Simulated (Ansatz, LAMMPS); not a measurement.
**Structural relaxation of amorphous TiO2 at 3.05 g/cm^3 (84 atoms)**

How does amorphous TiO2 at 3.05 g/cm^3 (84 atoms) relax, and what do bonds, charges and levels look like afterwards?

Calculated with Ansatz 0.2.0; Kohn-Sham DFT, PBE, PAW (set soft_2), plane waves.

## 1. The structure

The cell holds 84 atoms: 28 Ti and 56 O. Its edges and angles: a = 10.675 Å, b = 10.675 Å, c = 10.675 Å, α = 90.0°, β = 90.0°, γ = 90.0°. 84 atoms (28 Ti, 56 O) placed at random at 3.05 g/cm³, melted at 5000 K for 10 ps at fixed volume with the Morse and Coulomb pair potential with partial charges (Pedone, Malavasi, Menziani, Cormack and Segre, J. Phys. Chem. B 110, 11780 (2006)). Quenched from 5000 K to 300 K at 50 K/ps and fixed volume, held 5 ps, then minimised at fixed cell. The density is one point of a scan and needn't be that of the real material.

Before any run, some limits are plain. The quench rate of 50 K/ps far exceeds what a furnace or splat quench reaches, so expect more defects and frozen-in strain than in a real sample. The starting topology of bonds comes from the classical model. Only the Γ point is sampled in the main run, in a cell whose shortest periodic width is 11 Å.

## 2. The classical run that made the cell

A classical potential supplies the starting structure, since it reaches far longer times than DFT.

This step: classical MD, Morse and Coulomb pair potential with partial charges (Pedone, Malavasi, Menziani, Cormack and Segre, J. Phys. Chem. B 110, 11780 (2006)) (LAMMPS 22 Jul 2025 - Update 4).

in.lmp reads:

```
# melt-quench of Ti28O56
units metal
atom_style charge
boundary p p p
region box block 0 10.6745 0 10.6745 0 10.6745
create_box 2 box
mass 1 47.8670   # Ti
mass 2 15.9990   # O
create_atoms 1 random 28 34533 NULL overlap 1.5 maxtry 2000
create_atoms 2 random 56 34540 NULL overlap 1.5 maxtry 2000
pair_style hybrid/overlay pedone 5.5 coul/long 8.0
pair_coeff * * coul/long
pair_coeff 1 2 pedone 0.024235 2.254703 2.708943 1   # Ti-O
pair_coeff 2 2 pedone 0.042395 1.379316 3.618701 22   # O-O
set type 1 charge 2.4
set type 2 charge -1.2
kspace_style pppm 1.0e-4
neigh_modify delay 0 every 1 check yes
thermo_style custom step time temp pe press density
thermo_modify norm yes
timestep 0.002
thermo 100
min_style cg
minimize 1e-4 1e-4 200 2000
reset_timestep 0
velocity all create 5000 34534 mom yes dist gaussian
fix lim all nve/limit 0.05
fix lan all langevin 5000 5000 0.2 34535 zero yes
thermo 500
run 1000 post no
unfix lim
unfix lan
thermo 833
fix md all nvt temp 5000 5000 0.2
run 5000 post no
unfix md
thermo 4700
fix md all nvt temp 5000 300 0.2
run 47000 post no
unfix md
thermo 1250
fix md all nvt temp 300 300 0.2
run 2500 post no
unfix md
thermo 100
min_style cg
minimize 0 1e-3 2000 20000
write_dump all custom glass.dump id type xs ys zs modify sort id
```

On the command line:

```sh
lmp -in in.lmp -log none -nocite
```

Numbers of over 12 decimals in the logs are rounded to 6 here.

What it wrote:

```text
LAMMPS (22 Jul 2025 - Update 4)
Created orthogonal box = (0 0 0) to (10.6745 10.6745 10.6745)
Created 28 atoms
Created 56 atoms
PPPM initialization ...
  G vector (1/distance) = 0.38434812
  grid = 12 12 12
  estimated relative force accuracy = 5.9298585e-05
   Step          Time           Temp          PotEng         Press         Density
         0   0              0             -1.2983517      732571.53      3.0529589
        77   0.154          0             -15.356157      18830.426      3.0529589
Loop time of 0.0810442 s on 1 MPI rank(s) for 77 steps with 84 atoms
Minimization stats:
  Stopping criterion = energy tolerance
[... 36 lines left out ...]
     55000   110            296.12365     -15.45316       3794.1169      3.0529589
     55500   111            317.68351     -15.459639      13022.764      3.0529589
Loop time of 2.54105 s on 1 MPI rank(s) for 2500 steps with 84 atoms
   Step          Time           Temp          PotEng         Press         Density
     55500   111            317.68351     -15.459639      13022.764      3.0529589
     55516   111.032        317.68351     -15.498346      13806.127      3.0529589
Loop time of 0.169187 s on 1 MPI rank(s) for 16 steps with 84 atoms
Minimization stats:
  Stopping criterion = linesearch alpha is zero
  Energy initial, next-to-last, final =
     -15.4596391886654  -15.4983463223418  -15.4983463223418
  Force two-norm initial, final = 11.472654 0.3799691
  Iterations, force evaluations = 16 65
```

Wall time 61 s (1 thread of Intel Xeon at 2.80GHz (Skylake/Cascade Lake), shared host); peak memory 0.63 GiB.

## 3. Single point at the start

The forces at the start show how far the geometry lies from a minimum of this functional.

input.yaml reads:

```yaml
crystal:
  lattice:
    - [10.6745, 0.0, 0.0]
    - [0.0, 10.6745, 0.0]
    - [0.0, 0.0, 10.6745]
  atoms:
    - { symbol: Ti, position: [0.18884, 0.87372, 0.90676] }
    - { symbol: Ti, position: [0.1248, 0.66555, 0.67119] }
    - { symbol: Ti, position: [0.04099, 0.02015, 0.17167] }
    - { symbol: Ti, position: [0.88884, 0.19102, 0.54496] }
    - { symbol: Ti, position: [0.59316, 0.48722, 0.8721] }
    - { symbol: Ti, position: [0.01498, 0.61185, 0.20774] }
    - { symbol: Ti, position: [0.18821, 0.0839, 0.64947] }
    - { symbol: Ti, position: [0.02756, 0.31491, 0.8227] }
    - { symbol: Ti, position: [0.55616, 0.10558, 0.8629] }
    - { symbol: Ti, position: [0.0306, 0.88014, 0.46224] }
    - { symbol: Ti, position: [0.37581, 0.20854, 0.10633] }
    - { symbol: Ti, position: [0.62801, 0.40718, 0.54242] }
    - { symbol: Ti, position: [0.50672, 0.06196, 0.55924] }
    - { symbol: Ti, position: [0.84654, 0.72185, 0.93282] }
    - { symbol: Ti, position: [0.46309, 0.75439, 0.50527] }
    - { symbol: Ti, position: [0.59276, 0.4464, 0.20784] }
    - { symbol: Ti, position: [0.83857, 0.5131, 0.68347] }
    - { symbol: Ti, position: [0.27885, 0.45012, 0.94607] }
    - { symbol: Ti, position: [0.08528, 0.31842, 0.3158] }
    - { symbol: Ti, position: [0.7932, 0.9247, 0.66374] }
    - { symbol: Ti, position: [0.31289, 0.48244, 0.49482] }
    - { symbol: Ti, position: [0.33418, 0.65946, 0.17627] }
    - { symbol: Ti, position: [0.48659, 0.79446, 0.83738] }
    - { symbol: Ti, position: [0.6927, 0.20461, 0.34537] }
    - { symbol: Ti, position: [0.78162, 0.2741, 0.03045] }
    - { symbol: Ti, position: [0.74021, 0.91158, 0.15877] }
    - { symbol: Ti, position: [0.44784, 0.95781, 0.26511] }
    - { symbol: Ti, position: [0.7608, 0.66655, 0.37803] }
    - { symbol: O, position: [0.9544, 0.67392, 0.06025] }
    - { symbol: O, position: [0.65467, 0.44866, 0.71759] }
    - { symbol: O, position: [0.17528, 0.65511, 0.23031] }
    - { symbol: O, position: [0.02199, 0.44377, 0.2237] }
    - { symbol: O, position: [0.33856, 0.08096, 0.58126] }
    - { symbol: O, position: [0.56764, 0.93947, 0.85036] }
    - { symbol: O, position: [0.99417, 0.28686, 0.45524] }
    - { symbol: O, position: [0.74873, 0.81768, 0.29376] }
    - { symbol: O, position: [0.9314, 0.65889, 0.34592] }
    - { symbol: O, position: [0.63749, 0.95163, 0.60156] }
    - { symbol: O, position: [0.44717, 0.90432, 0.42872] }
    - { symbol: O, position: [0.46089, 0.42429, 0.5465] }
    - { symbol: O, position: [0.76578, 0.52567, 0.5259] }
    - { symbol: O, position: [0.05357, 0.91618, 0.3027] }
    - { symbol: O, position: [0.19156, 0.98157, 0.77956] }
    - { symbol: O, position: [0.22661, 0.38594, 0.38832] }
    - { symbol: O, position: [0.39759, 0.81149, 0.20037] }
    - { symbol: O, position: [0.83659, 0.83316, 0.79931] }
    - { symbol: O, position: [0.73492, 0.27262, 0.53652] }
    - { symbol: O, position: [0.35141, 0.08324, 0.21292] }
    - { symbol: O, position: [0.55757, 0.12776, 0.41176] }
    - { symbol: O, position: [0.22861, 0.54216, 0.62696] }
    - { symbol: O, position: [0.5962, 0.99237, 0.18806] }
    - { symbol: O, position: [0.88343, 0.85416, 0.54034] }
    - { symbol: O, position: [0.53716, 0.15333, 0.70478] }
    - { symbol: O, position: [0.3489, 0.83317, 0.91982] }
    - { symbol: O, position: [0.12188, 0.21675, 0.72628] }
    - { symbol: O, position: [0.42679, 0.13885, 0.96238] }
    - { symbol: O, position: [0.46098, 0.55032, 0.20006] }
    - { symbol: O, position: [0.92986, 0.27965, 0.95533] }
    - { symbol: O, position: [0.71435, 0.55993, 0.24645] }
    - { symbol: O, position: [0.7572, 0.25565, 0.19465] }
    - { symbol: O, position: [0.36417, 0.63588, 0.43897] }
    - { symbol: O, position: [0.08043, 0.17428, 0.22685] }
    - { symbol: O, position: [0.07525, 0.03442, 0.53464] }
    - { symbol: O, position: [0.13686, 0.78476, 0.552] }
    - { symbol: O, position: [0.97488, 0.60204, 0.65484] }
    - { symbol: O, position: [0.55932, 0.65092, 0.87541] }
    - { symbol: O, position: [0.91, 0.36161, 0.71191] }
    - { symbol: O, position: [0.12456, 0.74177, 0.8215] }
    - { symbol: O, position: [0.44285, 0.76976, 0.67227] }
    - { symbol: O, position: [0.61956, 0.37131, 0.36455] }
    - { symbol: O, position: [0.8136, 0.58219, 0.84287] }
    - { symbol: O, position: [0.11972, 0.94966, 0.03872] }
    - { symbol: O, position: [0.13475, 0.43365, 0.86664] }
    - { symbol: O, position: [0.61244, 0.69565, 0.46587] }
    - { symbol: O, position: [0.68765, 0.1717, 0.93849] }
    - { symbol: O, position: [0.67647, 0.41855, 0.00718] }
    - { symbol: O, position: [0.5032, 0.3029, 0.16006] }
    - { symbol: O, position: [0.26656, 0.32445, 0.0591] }
    - { symbol: O, position: [0.29178, 0.59412, 0.02425] }
    - { symbol: O, position: [0.73942, 0.80282, 0.03344] }
    - { symbol: O, position: [0.8768, 0.00509, 0.12973] }
    - { symbol: O, position: [0.43459, 0.42764, 0.88364] }
    - { symbol: O, position: [0.85866, 0.08084, 0.66959] }
    - { symbol: O, position: [0.82272, 0.1091, 0.40082] }
kpoints:
  mp_grid: { grid: [1, 1, 1] }
hamiltonian:
  xc: pbe
scf:
  occupations: { method: fermi_dirac, width: 0.025 }
output:
  forces: true
```

On the command line:

```sh
ansatz run input.yaml --threads 4 --pin off --max-ram 8192MiB --backend cpu --events-out ev --progress --plain --runs-dir out
```

What it wrote:

```text
Engine: ansatz 0.2.0, x86_64-unknown-linux-gnu
Pseudopotentials: kind: paw
Pseudopotential: Ti, paw, valence charge 12, recommended cutoff 420 eV (normal), Ti.paw.azcp
Pseudopotential: O, paw, valence charge 6, recommended cutoff 420 eV (normal), O.paw.azcp
Functional definition: PBE
  parameter kappa = 0.804
  parameter beta = 0.066725
  exchange = pbe_x(kappa = kappa, mu = beta*pi^2/3)
  correlation = pbe_c(beta = beta)
Crystal: 84 atoms, lattice volume = 1216.305 Å³
Basis set: ecut = 420 eV, 23847 PW (Γ), exchange–correlation on 144×144×144 points (8 copies of the dense FFT grid, shifted against one another)
Bands: 420, of which v1, the nominal top of the filled ones, is band 336 counted from 1 (335 counted from 0)
Symmetry: 1 space group operations
Space group: P1 (ITA 1), of the structure as read, at distance tolerance 1.1e-4 Å
k-points: 1
Non-local potential: Ti, projectors of the file, l = 0: 3, l = 1: 2, l = 2: 3, l = 3: 1
Non-local potential: O, projectors of the file, l = 0: 2, l = 1: 2, l = 2: 1
PAW form: soft (Blöchl's): semilocal exchange-correlation on the pseudo side does not see the compensation charge
PAW one-centre angular grid: Ti, 590 points (default); XC on 64 Gauss nodes
PAW one-centre angular grid: O, 110 points (default); XC on 64 Gauss nodes
Initial density: superposition of atomic densities (neutral atoms: chi_scale 0, normalization atom), corrected by the library's trained network
Initial wavefunctions: pseudopotential atomic-orbital guess
Functional: x = pbe(κ = 0.804, μ = 0.219515), c = pbe(β = 0.066725)
SCF iter   1: F=—  HF=-101871.456387 eV  |F-HF|=—  |Δ(HF+E_count)|=         —  Δρ=4.13e-3  dr2=2.10e-1  ethr=1.77e-3  ⟨swp⟩=5.0  Hψ=1555  notcnv=0  defer=39
preconditioner: auto → Resta (q_TF=auto, 2.471 Å⁻¹)  ε∞=6.1  [insulator: Δε(μ)=2.916 eV  Ē_g=10.007 eV  σ=0.025 eV  W_gap=1.00  n_scr=304 (ndim 8)  ℏωp=22.5 eV  f_vac=0.176  D(μ)=0.00/eV (n_scr^D=0)  ε∞_Penn≈6.1]
SCF iter   2: F=—  HF=-101871.441268 eV  |F-HF|=—  |Δ(HF+E_count)|=   1.51e-2  Δρ=2.13e-3  dr2=3.47e-2  ethr=3.12e-5  ⟨swp⟩=2.0  Hψ=663  notcnv=0  defer=77
SCF iter   3: F=—  HF=-101871.444629 eV  |F-HF|=—  |Δ(HF+E_count)|=   3.36e-3  Δρ=1.02e-3  dr2=1.41e-2  ethr=5.16e-6  ⟨swp⟩=2.0  Hψ=523  notcnv=0  defer=46
automatic band count: iteration 3 solves 389 bands in place of 420: the levels show a gap, and the empty bands left out lie too high to hold charge; the band table lists the bands solved (type scf.n_extra_bands for more)
SCF iter   4: F=—  HF=-101871.446739 eV  |F-HF|=—  |Δ(HF+E_count)|=   2.11e-3  Δρ=4.02e-4  dr2=2.99e-3  ethr=2.09e-6  ⟨swp⟩=2.0  Hψ=523  notcnv=0  defer=46
SCF iter   5: F=—  HF=-101871.446944 eV  |F-HF|=—  |Δ(HF+E_count)|=   2.05e-4  Δρ=2.01e-4  dr2=6.18e-4  ethr=4.45e-7  ⟨swp⟩=2.0  Hψ=523  notcnv=0  defer=46
SCF iter   6: F=—  HF=-101871.447120 eV  |F-HF|=—  |Δ(HF+E_count)|=   1.76e-4  Δρ=1.40e-4  dr2=2.67e-4  ethr=9.20e-8  ⟨swp⟩=2.0  Hψ=530  notcnv=0  defer=46
SCF iter   7: F=—  HF=-101871.447130 eV  |F-HF|=—  |Δ(HF+E_count)|=   1.01e-5  Δρ=4.49e-5  dr2=2.95e-5  ethr=3.97e-8  ⟨swp⟩=2.0  Hψ=530  notcnv=0  defer=46
SCF iter   8: F=—  HF=-101871.449680 eV  |F-HF|=—  |Δ(HF+E_count)|=   2.55e-3  Δρ=2.66e-5  dr2=9.83e-6  ethr=4.39e-9  ⟨swp⟩=2.0  Hψ=725  notcnv=0  defer=46
SCF iter   9: F=—  HF=-101871.449684 eV  |F-HF|=—  |Δ(HF+E_count)|=   3.84e-6  Δρ=1.11e-5  dr2=1.90e-6  ethr=1.46e-9  ⟨swp⟩=2.0  Hψ=530  notcnv=0  defer=46
SCF iter  10: F=—  HF=-101871.449685 eV  |F-HF|=—  |Δ(HF+E_count)|=   1.08e-6  Δρ=5.28e-6  dr2=4.71e-7  ethr=2.83e-10  ⟨swp⟩=2.0  Hψ=524  notcnv=0  defer=46
SCF iter  11: F=—  HF=-101871.449686 eV  |F-HF|=—  |Δ(HF+E_count)|=   1.90e-7  Δρ=3.04e-6  dr2=1.47e-7  ethr=7.01e-11  ⟨swp⟩=2.0  Hψ=524  notcnv=0  defer=46
SCF iter  12: F=-101871.449686 eV  HF=-101871.449686 eV  |F-HF|=3.30e-9  |Δ(HF+E_count)|=   7.51e-8  Δρ=1.68e-6  dr2=4.71e-8  ethr=1.49e-11  ⟨swp⟩=4.0  Hψ=1084  notcnv=0
SCF 1 converged in 12 iterations: F = -101871.449686 eV  dr2 = 4.71e-8
  greatest PAW one-centre occupation: 0.999 electrons in one spin orbital (limit 2), on the Ti atom at site 16 (counted from 0), in its partial waves of l = 0
SCF converged after 12 iterations
Free energy (F): -101871.449686 eV
Harris-Foulkes:  -101871.449686 eV  (|F-HF|=3.30e-9)
Internal energy: -101871.449686 eV  (E = F + TS)
E sigma→0 (E₀):  -101871.449686 eV
Fermi energy:    5.709427 eV
--- Per-component energies (eV) ---
  E_band       = -8194.990059
  E_kinetic    = 17504.942938
  E_local      = -63388.934022  (includes V_loc(G=0)·N_el)
  E_nonlocal   = 2794.640202
  E_hartree    = 25162.709203
  E_xc         = -6882.430871
  E_vxc        = -8710.847476  (∫ρ·V_xc dr)
  E_paw        = -38146.480670  (= ΣΔE_a)
  E_vpaw       = -6720.356509  (= ΣTr[D̂ρ^β])
  E_aug_tail   = 0.139967  (compensation charges beyond the density's cutoff)
  E_ewald      = -38916.036433
  E_smearing   = -0.000000  (= −TS)
  E_closure    = 0.000000  (closes the sum)
  Σ components = -101871.449686   (vs F -101871.449686, Δ=0.00e0)
--- Forces (eV/Å), atoms counted from 1 ---
  atom   1  Ti    -0.14212074    -0.18891127    -1.20390324
  atom   2  Ti     0.22268340     0.78563827    -0.16482763
  atom   3  Ti    -0.74632258    -0.42906335    -0.05045357
  atom   4  Ti    -1.24462768    -0.53514840    -1.20310446
  atom   5  Ti    -0.10836231    -0.21706288    -0.23837428
  atom   6  Ti    -0.35207430     0.14720475     0.00343027
  atom   7  Ti    -0.30552648    -0.74505904    -0.04889627
  atom   8  Ti     0.02217835     0.10750497    -0.15254711
  atom   9  Ti    -0.70977451    -0.17555927    -0.35821501
  atom  10  Ti     0.12680438     0.40475902     1.93668612
  atom  11  Ti     1.70312906     0.95142879    -0.62092369
  atom  12  Ti     1.11469950     0.78276733    -0.05074180
  atom  13  Ti     0.99034033    -0.74878797     0.50668661
  atom  14  Ti     0.44832481     0.18871961    -0.27047641
[...]
atom  83  O      0.34177668    -0.17638950     1.14415156
  atom  84  O      0.44290936     0.07969203     0.42710103
  max |Σ_I F_I| component: 6.07e-5 eV/Å
```

Run time: 14 s. Hardware: 4 threads of AMD EPYC 7B13 (Zen 3), shared host; peak memory 1.7 GiB; 47 s of CPU time.

In the SCF lines HF is the Harris–Foulkes energy and dr2 the Hartree energy of the density residual, in eV; the loop may stop once dr2 is under the threshold and the program's other checks hold. Hψ counts applications of the Hamiltonian.

Numbers from this run:

```
free energy            : -101871.4497 eV
free energy per atom   : -1212.7554 eV/atom
SCF cycles             : 12
r.m.s. force component : 0.6585 eV/Å
longest force          : 2.117 eV/Å
Fermi energy           : 5.709 eV
```

The r.m.s. force component of 0.66 eV/Å sets the starting point.

Neighbours are counted within 2.64 Å (O-Ti).

Length of the force by element and coordination:

| element | coordination | atoms | mean length of the force (eV/Å) | spread | least | most |
| --- | --- | --- | --- | --- | --- | --- |
| O | all | 56 | 1.02 | 0.372 | 0.374 | 2.12 |
| O | 2 | 47 | 1.04 | 0.377 | 0.374 | 2.12 |
| O | 3 | 9 | 0.922 | 0.325 | 0.433 | 1.44 |
| Ti | all | 28 | 1.12 | 0.524 | 0.188 | 2.05 |
| Ti | 4 | 20 | 1.05 | 0.523 | 0.188 | 2.05 |
| Ti | 5 | 7 | 1.21 | 0.479 | 0.340 | 1.89 |
| Ti | 6 | 1 | 1.81 | 0 | 1.81 | 1.81 |

(Part 1 of 4 ends here.)

[Logs are printed without paths, hosts, clocks, repeated set-up lines and the standing remarks that a program may print on its own settings, such as how far it seeks lower states.]

[Hosts, paths, dates, database ids (printed as entryN), source tags and the programs' standing remarks are cut or masked in the printed files.]
